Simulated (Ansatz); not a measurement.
Calculation for BN (rocksalt type): DFT, PBE, PAW with Ansatz's default frozen-core files, scalar-relativistic (Ansatz 0.2.0). This run: cell relaxed at zero pressure.

The start is a guessed cell of a prototype that needn't be stable.

Command: `ansatz run input.yaml --threads 1 --pin off --max-ram 3584MiB --backend cpu --events-out ev --progress --plain --runs-dir out` It took 15 s on 1 thread of Arm Neoverse V1, on a shared host, peak memory 0.3 GiB.

```yaml
crystal:
  lattice:
    - [0.0, 2.15443469, 2.15443469]
    - [2.15443469, 0.0, 2.15443469]
    - [2.15443469, 2.15443469, 0.0]
  atoms:
    - { symbol: B, position: [0.0, 0.0, 0.0] }
    - { symbol: "N", position: [0.5, 0.5, 0.5] }
kpoints:
  mp_grid: { grid: [16, 16, 16] }
scf:
  occupations: { method: fermi_dirac, width: 0.05 }
hamiltonian:
  xc: pbe
  pseudopotentials: { kind: paw }
output:
  forces: true
  stress: true
  write_density: true
  write_potential: true
  elf: true
  volumetric_format: npy
relax:
  f_tol: 0.005
  max_steps: 40
  cell: {}
```

Output:

```
Engine: ansatz 0.2.0
Pseudopotentials: kind: paw
Pseudopotential: B, paw, valence charge 3, recommended cutoff 420 eV (normal), B.paw.azcp
Pseudopotential: N, paw, valence charge 5, recommended cutoff 420 eV (normal), N.paw.azcp
Functional definition: PBE
  parameter kappa = 0.804
  parameter beta = 0.06672455060314922
  exchange = pbe_x(kappa = kappa, mu = beta*pi^2/3)
  correlation = pbe_c(beta = beta)
Crystal: 2 atoms, lattice volume = 20.000 Å³
Basis set: ecut = 420 eV, 387 PW (Γ), exchange–correlation on 48×48×48 points (8 copies of the dense FFT grid, shifted against one another)
Bands: 8, of which v1, the nominal top of the filled ones, is band 4 counted from 1 (3 counted from 0)
Symmetry: 48 space group operations
Space group: Fm-3m (ITA 225), of the structure as read, at distance tolerance 2.7e-5 Å
k-points: 145 of 4096
Non-local potential: B, projectors of the file, l = 0: 2, l = 1: 2, l = 2: 1
Non-local potential: N, projectors of the file, l = 0: 2, l = 1: 2, l = 2: 1
PAW form: soft (Blöchl's): semilocal exchange-correlation on the pseudo side does not see the compensation charge
PAW one-centre angular grid: B, 110 points (default); XC on 64 Gauss nodes
PAW one-centre angular grid: N, 110 points (default); XC on 64 Gauss nodes
Initial density: superposition of atomic densities (neutral atoms: chi_scale 0, normalization atom), corrected by the library's trained network
Initial wavefunctions: pseudopotential atomic-orbital guess
Functional: x = pbe(κ = 0.804, μ = 0.2195149727645171), c = pbe(β = 0.06672455060314922)
SCF iter   1: F=—  HF=-535.659719 eV  |F-HF|=—  |Δ(HF+E_count)|=         —  Δρ=6.80e-3  dr2=1.19e-2  ethr=1.77e-3  ⟨swp⟩=4.3  Hψ=7197  notcnv=0
preconditioner: auto → none  [metal: Δε(μ)=0.022 eV  Ē_g=11.108 eV  σ=0.050 eV  W_gap=0.11  n_scr=0 (ndim 8)  ℏωp=23.5 eV  f_vac=0.000  D(μ)=0.84/eV (n_scr^D=8)]
SCF iter   2: F=—  HF=-535.657369 eV  |F-HF|=—  |Δ(HF+E_count)|=   2.35e-3  Δρ=2.89e-3  dr2=2.13e-3  ethr=1.49e-4  ⟨swp⟩=1.0  Hψ=2320  notcnv=0
SCF iter   3: F=—  HF=-535.657085 eV  |F-HF|=—  |Δ(HF+E_count)|=   2.85e-4  Δρ=2.53e-4  dr2=1.01e-5  ethr=2.66e-5  ⟨swp⟩=1.0  Hψ=1160  notcnv=0
SCF iter   4: F=—  HF=-535.657088 eV  |F-HF|=—  |Δ(HF+E_count)|=   3.71e-6  Δρ=2.79e-5  dr2=8.85e-8  ethr=1.26e-7  ⟨swp⟩=2.1  Hψ=1577  notcnv=0
iter 5 did not close the SCF: its close was put off for the readings that it lacked (scf_convergence_deferred on its scf_iter line)
SCF iter   5: F=-535.657088 eV  HF=-535.657088 eV  |F-HF|=1.00e-10  |Δ(HF+E_count)|=   9.84e-8  Δρ=4.42e-6  dr2=3.52e-9  ethr=1.11e-9  ⟨swp⟩=2.1  Hψ=1739  notcnv=0
SCF iter   6: F=-535.657088 eV  HF=-535.657088 eV  |F-HF|=2.05e-12  |Δ(HF+E_count)|=   1.24e-9  Δρ=1.89e-7  dr2=3.96e-12  ethr=4.40e-11  ⟨swp⟩=4.0  Hψ=4928  notcnv=0
SCF 1 converged in 6 iterations: F = -535.657088 eV  dr2 = 3.96e-12
  greatest PAW one-centre occupation: 0.809 electrons in one spin orbital (limit 2), on the N atom at site 1 (counted from 0), in its partial waves of l = 0
relax step   1: F+E_penalty+E_count = -535.65708833 eV  Δ(F+E_penalty+E_count) = +0.000e0 eV  max|allowed force component| = 3.599e-30 eV/Å  Δτ_max = 0.0000 Å  P = -60.489 GPa  Ω = 20.000 Å³  (6 SCF iters, accepted)
Crystal: 2 atoms, lattice volume = 17.215 Å³
Basis set: ecut = 420 eV, 331 PW (Γ), exchange–correlation on 48×48×48 points (8 copies of the dense FFT grid, shifted against one another)
Initial density: handed on by an earlier stage of this run
Initial wavefunctions: those handed on with the density
iter 1 solved again at ethr=1.47e-3 eV; its pass at ethr=3.10e-3 eV (dr2=1.17e-1 eV) is discarded
SCF iter   1: F=—  HF=-536.783569 eV  |F-HF|=—  |Δ(HF+E_count)|=         —  Δρ=2.44e-2  dr2=1.17e-1  ethr=1.47e-3  ⟨swp⟩=1.0  Hψ=9317  notcnv=0
preconditioner: auto → none  [metal: Δε(μ)=0.031 eV  Ē_g=12.550 eV  σ=0.050 eV  W_gap=0.15  n_scr=0 (ndim 8)  ℏωp=25.3 eV  f_vac=0.000  D(μ)=0.46/eV (n_scr^D=0)]
SCF iter   2: F=—  HF=-536.764099 eV  |F-HF|=—  |Δ(HF+E_count)|=   1.95e-2  Δρ=1.06e-2  dr2=2.27e-2  ethr=1.47e-3  ⟨swp⟩=1.9  Hψ=1460  notcnv=0
SCF iter   3: F=—  HF=-536.760116 eV  |F-HF|=—  |Δ(HF+E_count)|=   3.98e-3  Δρ=8.09e-4  dr2=5.74e-5  ethr=2.83e-4  ⟨swp⟩=2.2  Hψ=1771  notcnv=0
SCF iter   4: F=—  HF=-536.760157 eV  |F-HF|=—  |Δ(HF+E_count)|=   4.11e-5  Δρ=4.90e-5  dr2=3.82e-7  ethr=7.18e-7  ⟨swp⟩=2.4  Hψ=1666  notcnv=0
iter 5 did not close the SCF: its close was put off for the readings that it lacked (scf_convergence_deferred on its scf_iter line)
SCF iter   5: F=-536.760157 eV  HF=-536.760157 eV  |F-HF|=1.71e-9  |Δ(HF+E_count)|=   1.10e-7  Δρ=7.33e-6  dr2=4.70e-9  ethr=4.78e-9  ⟨swp⟩=2.0  Hψ=1590  notcnv=0
SCF iter   6: F=-536.760157 eV  HF=-536.760157 eV  |F-HF|=7.30e-11  |Δ(HF+E_count)|=   3.32e-9  Δρ=8.69e-7  dr2=6.96e-11  ethr=5.87e-11  ⟨swp⟩=4.2  Hψ=5181  notcnv=0
SCF 2 converged in 6 iterations: F = -536.760157 eV  dr2 = 6.96e-11
  greatest PAW one-centre occupation: 0.797 electrons in one spin orbital (limit 2), on the N atom at site 1 (counted from 0), in its partial waves of l = 0
relax step   2: F+E_penalty+E_count = -536.76015679 eV  Δ(F+E_penalty+E_count) = -1.103e0 eV  max|allowed force component| = 1.832e-30 eV/Å  Δτ_max = 0.0000 Å  P = -64.553 GPa  Ω = 17.215 Å³  energy of the carried Pulay correction = +1.075e-2 eV  (6 SCF iters, dr2 threshold 2.00e-7 eV, accepted)
Crystal: 2 atoms, lattice volume = 14.702 Å³
Basis set: ecut = 420 eV, 283 PW (Γ), exchange–correlation on 48×48×48 points (8 copies of the dense FFT grid, shifted against one another)
iter 1 solved again at ethr=1.45e-3 eV; its pass at ethr=3.10e-3 eV (dr2=1.16e-1 eV) is discarded
SCF iter   1: F=—  HF=-537.795161 eV  |F-HF|=—  |Δ(HF+E_count)|=         —  Δρ=2.79e-2  dr2=1.16e-1  ethr=1.45e-3  ⟨swp⟩=1.0  Hψ=9507  notcnv=0
preconditioner: auto → none  [metal: Δε(μ)=0.029 eV  Ē_g=14.268 eV  σ=0.050 eV  W_gap=0.14  n_scr=0 (ndim 8)  ℏωp=27.4 eV  f_vac=0.000  D(μ)=0.20/eV (n_scr^D=0)]
SCF iter   2: F=—  HF=-537.772865 eV  |F-HF|=—  |Δ(HF+E_count)|=   2.23e-2  Δρ=1.16e-2  dr2=2.07e-2  ethr=1.45e-3  ⟨swp⟩=2.0  Hψ=1557  notcnv=0
SCF iter   3: F=—  HF=-537.768997 eV  |F-HF|=—  |Δ(HF+E_count)|=   3.87e-3  Δρ=1.08e-3  dr2=6.89e-5  ethr=2.58e-4  ⟨swp⟩=2.6  Hψ=1903  notcnv=0
SCF iter   4: F=—  HF=-537.769041 eV  |F-HF|=—  |Δ(HF+E_count)|=   4.38e-5  Δρ=1.55e-4  dr2=4.02e-6  ethr=8.61e-7  ⟨swp⟩=2.1  Hψ=1566  notcnv=0
[... lines left out ...]
SCF iter   2: F=—  HF=-538.771102 eV  |F-HF|=—  |Δ(HF+E_count)|=   7.87e-7  Δρ=7.66e-6  dr2=7.29e-10  ethr=5.08e-11  ⟨swp⟩=2.2  Hψ=1737  notcnv=0
iter 3 did not close the SCF: its close was put off for the readings that it lacked (scf_convergence_deferred on its scf_iter line)
SCF iter   3: F=-538.771102 eV  HF=-538.771102 eV  |F-HF|=3.63e-11  |Δ(HF+E_count)|=   1.96e-9  Δρ=9.45e-7  dr2=1.15e-11  ethr=9.11e-12  ⟨swp⟩=2.6  Hψ=1751  notcnv=0
iter 4 did not close the SCF: its close was put off for the readings that it lacked (scf_convergence_deferred on its scf_iter line)
SCF iter   4: F=-538.771102 eV  HF=-538.771102 eV  |F-HF|=3.41e-13  |Δ(HF+E_count)|=  3.79e-11  Δρ=9.28e-8  dr2=2.95e-13  ethr=1.00e-12  ⟨swp⟩=1.0  Hψ=1160  notcnv=0
iter 5 did not close the SCF: its close was put off for the readings that it lacked (scf_convergence_deferred on its scf_iter line)
SCF iter   5: F=-538.771102 eV  HF=-538.771102 eV  |F-HF|=0.00e0  |Δ(HF+E_count)|=  4.55e-13  Δρ=9.35e-9  dr2=5.38e-15  ethr=1.00e-12  ⟨swp⟩=1.0  Hψ=1160  notcnv=0
iter 6 did not close the SCF: its close was put off for the readings that it lacked (scf_convergence_deferred on its scf_iter line)
SCF iter   6: F=-538.771102 eV  HF=-538.771102 eV  |F-HF|=1.14e-13  |Δ(HF+E_count)|=  2.27e-13  Δρ=6.87e-10  dr2=2.90e-17  ethr=1.00e-12  ⟨swp⟩=1.0  Hψ=1160  notcnv=0
SCF iter   7: F=-538.771102 eV  HF=-538.771102 eV  |F-HF|=0.00e0  |Δ(HF+E_count)|=  1.14e-13  Δρ=2.13e-10  dr2=2.82e-18  ethr=1.00e-12  ⟨swp⟩=1.2  Hψ=2945  notcnv=0
SCF 9 converged in 7 iterations: F = -538.771102 eV  dr2 = 2.82e-18
relax step   9: F+E_penalty+E_count = -538.77110179 eV  Δ(F+E_penalty+E_count) = +1.496e-4 eV  max|allowed force component| = 3.862e-30 eV/Å  Δτ_max = 0.0000 Å  P = +0.004 GPa  Ω = 10.751 Å³  stress off target by 3.51e-3 GPa  SCF on the basis re-selected at this cell (its energy is not comparable with the rows above)  (7 SCF iters)
basis re-selected at this cell: Δ(F+E_penalty+E_count) = +1.496e-4 eV, ΔP = -0.021 GPa vs the last step (what re-selecting the basis moved, of the pressure what is left beyond the Pulay correction that the steps carried, after the strain that the cell walked since its last selection, with what the two solves' SCF thresholds leave and, on support functions, any second-order correction that the steps lacked; it is no measure of the basis error at this ecutwfc). This SCF's stress stands 3.51e-3 GPa from its target on what of the cell is left free (relax.cell.stress_tol is 5.00e-2 GPa) and its largest allowed force component is 3.86e-30 eV/Å (relax.f_tol is 5.00e-3 eV/Å): within both
SCF converged after 7 iterations
Free energy (F): -538.771102 eV
Harris-Foulkes:  -538.771102 eV  (|F-HF|=0.00e0)
Internal energy: -538.771102 eV  (E = F + TS)
E sigma→0 (E₀):  -538.771102 eV
Entropy (-TS):   -0.000000 eV (-0.000 meV/atom)
Fermi energy:    15.053018 eV
--- Per-component energies (eV) ---
  E_band       = 45.955648
  E_kinetic    = 182.892096
  E_local      = -127.267386  (includes V_loc(G=0)·N_el)
  E_nonlocal   = 55.848156
  E_hartree    = 35.973387
  E_xc         = -92.912798
  E_vxc        = -115.713181  (∫ρ·V_xc dr)
  E_paw        = -205.768408  (= ΣΔE_a)
  E_vpaw       = -21.750906  (= ΣTr[D̂ρ^β])
  E_aug_tail   = 0.000095  (compensation charges beyond the density's cutoff)
  E_ewald      = -387.536244
  E_smearing   = -0.000000  (= −TS)
  E_closure    = 0.000000  (closes the sum)
  Σ components = -538.771102   (vs F -538.771102, Δ=0.00e0)
--- Forces (eV/Å), atoms counted from 1 ---
  atom   1  B     -0.00000000     0.00000000     0.00000000
  atom   2  N      0.00000000    -0.00000000     0.00000000
  max |Σ_I F_I| component: 7.00e-30 eV/Å
--- Stress (GPa, compression-positive) ---
        0.003512       0.000000       0.000000
       -0.000000       0.003512      -0.000000
       -0.000000      -0.000000       0.003512
  P = ⅓ Tr σ = 0.0035 GPa (0.035 kbar)
--- Band table (eV; the first three rows and the last of 145) ---
  k-point 0: bands = ["-7.9657", "13.5308", "13.5308", "13.5308", "23.3988", "26.3732", "26.3732", "26.3732"]
  k-point 1: bands = ["-7.8564", "13.0447", "13.5214", "13.5214", "23.5516", "25.9937", "25.9937", "26.2861"]
  k-point 2: bands = ["-7.5299", "11.7599", "13.5034", "13.5034", "23.7315", "25.0259", "25.0259", "26.2080"]
  k-point 144: bands = ["0.1328", "5.0004", "5.0004", "7.4798", "21.4684", "22.1445", "28.7027", "28.7027"]
--- Relaxed structure (7 steps of the walk, 7 accepted, 2 SCFs on fresh bases) ---
  F+E_penalty+E_count = -538.77110179 eV   max|allowed force component| = 3.862e-30 eV/Å   (the final SCF, on the basis selected at the relaxed cell)
  cell:  # Å, volume = 10.7507 Å³
    - [5.872391380580898e-33, 1.7517369438348296, 1.7517369438348296]
    - [1.7517369438348296, -6.553325155816833e-33, 1.7517369438348296]
    - [1.7517369438348296, 1.7517369438348296, -8.024240641706636e-33]
  atoms:
    - { symbol: B, position: [-9.31184887979315e-36, 1.6761327983487935e-35, 2.421080708696276e-35] }
    - { symbol: N, position: [0.5, 0.5, 0.5] }
```

Next run (rocksalt relaxed under pressure), as changes to the input before:

```diff
   lattice:
-    - [0.0, 2.15443469, 2.15443469]
-    - [2.15443469, 0.0, 2.15443469]
-    - [2.15443469, 2.15443469, 0.0]
+    - [0.0, 1.7517369438, 1.7517369438]
+    - [1.7517369438, 0.0, 1.7517369438]
+    - [1.7517369438, 1.7517369438, 0.0]
   atoms:
 kpoints:
-  mp_grid: { grid: [16, 16, 16] }
+  mp_grid: { grid: [15, 15, 15] }
 scf:
   stress: true
-  write_density: true
-  write_potential: true
-  elf: true
-  volumetric_format: npy
+  eigenvalues: true
 relax:
   max_steps: 40
-  cell: {}
+  cell: { p_target: 0.002, stress_tol: 0.03 }
```

Command: `ansatz run input.yaml --threads 1 --pin off --max-ram 3584MiB --backend cpu --events-out ev --progress --plain --runs-dir out` It took 2.6 s on 1 thread of Arm Neoverse V1 (shared host), peak memory 0.26 GiB.

Results part of the output:

```
basis re-selected at this cell: Δ(F+E_penalty+E_count) = -1.478e-12 eV, ΔP = +0.000 GPa vs the last step (what re-selecting the basis moved, of the pressure what is left beyond the Pulay correction that the steps carried, after the strain that the cell walked since its last selection, with what the two solves' SCF thresholds leave and, on support functions, any second-order correction that the steps lacked; it is no measure of the basis error at this ecutwfc). This SCF's stress stands 4.47e-5 GPa from its target on what of the cell is left free (relax.cell.stress_tol is 3.00e-2 GPa) and its largest allowed force component is 1.37e-29 eV/Å (relax.f_tol is 5.00e-3 eV/Å): within both
SCF converged after 8 iterations
Free energy (F): -538.771056 eV
Harris-Foulkes:  -538.771056 eV  (|F-HF|=0.00e0)
Internal energy: -538.771056 eV  (E = F + TS)
E sigma→0 (E₀):  -538.771056 eV
Entropy (-TS):   -0.000000 eV (-0.000 meV/atom)
Fermi energy:    15.057789 eV
--- Per-component energies (eV) ---
  E_band       = 45.955669
  E_kinetic    = 182.892760
  E_local      = -127.267360  (includes V_loc(G=0)·N_el)
  E_nonlocal   = 55.847480
  E_hartree    = 35.973407
  E_xc         = -92.912962
  E_vxc        = -115.713394  (∫ρ·V_xc dr)
  E_paw        = -205.768233  (= ΣΔE_a)
  E_vpaw       = -21.750728  (= ΣTr[D̂ρ^β])
  E_aug_tail   = 0.000095  (compensation charges beyond the density's cutoff)
  E_ewald      = -387.536244
  E_smearing   = -0.000000  (= −TS)
  E_closure    = 0.000000  (closes the sum)
  Σ components = -538.771056   (vs F -538.771056, Δ=0.00e0)
--- Forces (eV/Å), atoms counted from 1 ---
  atom   1  B     -0.00000000     0.00000000    -0.00000000
  atom   2  N      0.00000000     0.00000000     0.00000000
  max |Σ_I F_I| component: 1.88e-29 eV/Å
--- Stress (GPa, compression-positive) ---
        0.002045      -0.000000       0.000000
       -0.000000       0.002045       0.000000
        0.000000       0.000000       0.002045
  P = ⅓ Tr σ = 0.0020 GPa (0.020 kbar)
--- Band table (eV; the first three rows and the last of 120) ---
  k-point 0: bands = ["-7.9657", "13.5308", "13.5308", "13.5308", "23.3988", "26.3732", "26.3732", "26.3732"]
  k-point 1: bands = ["-7.8414", "12.9806", "13.5204", "13.5204", "23.5686", "25.9440", "25.9440", "26.2765"]
  k-point 2: bands = ["-7.4702", "11.5453", "13.5000", "13.5000", "23.7281", "24.8697", "24.8697", "26.2207"]
  k-point 119: bands = ["0.0211", "4.7541", "5.2153", "7.7706", "20.9998", "22.5154", "28.4286", "28.9073"]
--- Relaxed structure (1 steps of the walk, 1 accepted, 1 SCFs on fresh bases) ---
  F+E_penalty+E_count = -538.77105586 eV   max|allowed force component| = 1.374e-29 eV/Å   (the final SCF, on the basis selected at the relaxed cell)
  cell:  # Å, volume = 10.7507 Å³
    - [0.0, 1.7517369438, 1.7517369438]
    - [1.7517369438, 0.0, 1.7517369438]
    - [1.7517369438, 1.7517369438, 0.0]
  atoms:
    - { symbol: B, position: [0.0, 0.0, 0.0] }
    - { symbol: N, position: [0.49999999999999994, 0.49999999999999994, 0.49999999999999994] }
```

Next run (CsCl relaxed under pressure), as changes to the input before:

```diff
   lattice:
-    - [0.0, 1.7517369438, 1.7517369438]
-    - [1.7517369438, 0.0, 1.7517369438]
-    - [1.7517369438, 1.7517369438, 0.0]
+    - [2.1543017654, 0.0, 0.0]
+    - [0.0, 2.1543017654, 0.0]
+    - [0.0, 0.0, 2.1543017654]
   atoms:
 kpoints:
-  mp_grid: { grid: [15, 15, 15] }
+  mp_grid: { grid: [14, 14, 14] }
 scf:
   eigenvalues: true
+  write_density: true
+  write_potential: true
+  elf: true
+  volumetric_format: npy
 relax:
```

Results part of the output:

```
basis re-selected at this cell: Δ(F+E_penalty+E_count) = -2.274e-13 eV, ΔP = +0.000 GPa vs the last step (what re-selecting the basis moved, of the pressure what is left beyond the Pulay correction that the steps carried, after the strain that the cell walked since its last selection, with what the two solves' SCF thresholds leave and, on support functions, any second-order correction that the steps lacked; it is no measure of the basis error at this ecutwfc). This SCF's stress stands 2.86e-4 GPa from its target on what of the cell is left free (relax.cell.stress_tol is 3.00e-2 GPa) and its largest allowed force component is 1.70e-30 eV/Å (relax.f_tol is 5.00e-3 eV/Å): within both
SCF converged after 9 iterations
Free energy (F): -534.836246 eV
Harris-Foulkes:  -534.836246 eV  (|F-HF|=4.55e-13)
Internal energy: -534.829166 eV  (E = F + TS)
E sigma→0 (E₀):  -534.832706 eV
Entropy (-TS):   -0.007079 eV (-3.540 meV/atom)
Fermi energy:    12.568652 eV
--- Per-component energies (eV) ---
  E_band       = 36.483187
  E_kinetic    = 171.053539
  E_local      = -130.863598  (includes V_loc(G=0)·N_el)
  E_nonlocal   = 58.666078
  E_hartree    = 35.153727
  E_xc         = -90.567831
  E_vxc        = -112.562841  (∫ρ·V_xc dr)
  E_paw        = -204.287058  (= ΣΔE_a)
  E_vpaw       = -20.117535  (= ΣTr[D̂ρ^β])
  E_aug_tail   = 0.000088  (compensation charges beyond the density's cutoff)
  E_ewald      = -373.984109
  E_smearing   = -0.007079  (= −TS)
  E_closure    = -0.000000  (closes the sum)
  Σ components = -534.836246   (vs F -534.836246, Δ=0.00e0)
--- Forces (eV/Å), atoms counted from 1 ---
  atom   1  B     -0.00000000    -0.00000000     0.00000000
  atom   2  N     -0.00000000    -0.00000000    -0.00000000
  max |Σ_I F_I| component: 3.43e-30 eV/Å
--- Stress (GPa, compression-positive) ---
        0.002286      -0.000000      -0.000000
       -0.000000       0.002286      -0.000000
       -0.000000      -0.000000       0.002286
  P = ⅓ Tr σ = 0.0023 GPa (0.023 kbar)
--- Band table (eV; the first three rows and the last of 120) ---
  k-point 0: bands = ["-8.5294", "10.4763", "10.4763", "10.4763", "14.0630", "23.5747", "23.5747", "23.5747"]
  k-point 1: bands = ["-8.4208", "9.6315", "10.5680", "10.5680", "14.4531", "23.0247", "23.4178", "23.4178"]
  k-point 2: bands = ["-8.0975", "7.8372", "10.8374", "10.8374", "15.0679", "22.3459", "22.9600", "22.9600"]
  k-point 119: bands = ["1.5595", "7.6940", "7.6940", "7.6940", "11.1956", "11.1956", "11.1956", "15.6808"]
--- Relaxed structure (8 steps of the walk, 8 accepted, 3 SCFs on fresh bases) ---
  F+E_penalty+E_count = -534.83624572 eV   max|allowed force component| = 1.701e-30 eV/Å   (the final SCF, on the basis selected at the relaxed cell)
  cell:  # Å, volume = 12.4925 Å³
    - [2.3203318185763635, 1.9138928822348156e-33, -1.386268324553729e-33]
    - [-1.4043239177823592e-34, 2.3203318185763635, 0.0]
    - [-8.72687006050466e-34, 0.0, 2.3203318185763635]
  atoms:
    - { symbol: B, position: [-1.58804995839698e-48, 1.3763099639440494e-48, 2.9799755003676546e-35] }
    - { symbol: N, position: [0.5, 0.5, 0.5] }
```
